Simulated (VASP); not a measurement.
Crystal: Bi.

```xyz
1
Lattice="-1.9814 1.9814 1.9814 1.9814 -1.9814 1.9814 1.9814 1.9814 -1.9814" Properties=species:S:1:pos:R:3 pbc="T T T"
Bi    0.0000    0.0000    0.0000
```

This isn't the form of Bi at room conditions, which is rhombohedral.

```yaml
Program: VASP 6.6.1
Task: relaxation of cell and atoms
Functional: LDA
Potentials_or_basis: VASP PAW LDA potentials, release 64 (Bi_d)
Cutoff: 600 eV
k_mesh: 9 × 9 × 9
Occupations: fermi-dirac, width 0.05 eV
Spin: no spin polarisation
```

At the start: pressure -3.2 GPa; volume 31.12 Å³/atom.

Problem. How do energy, volume and symmetry change on relaxing?

Solution. Over 3 steps the energy falls by 17.7 meV/atom and the volume is 29.42 Å³/atom (-5.5 %); space group Im-3m (No. 229, to 0.05 Å).

Step by step:
| step | energy change (eV) | largest force (eV/Å) | pressure (GPa) | volume (Å³) |
| --- | --- | --- | --- | --- |
| 1 | 0.0000 | 0.0000 | -3.19 | 31.12 |
| 2 | -0.0106 | 0.0000 | 2.31 | 28.41 |
| 3 | -0.0177 | 0.0000 | 0.02 | 29.42 |

Final structure:
```
Bi
1.0
    -1.94468    1.94468    1.94468
     1.94468   -1.94468    1.94468
     1.94468    1.94468   -1.94468
Bi
1
Direct
  0.00000 0.00000 0.00000
```
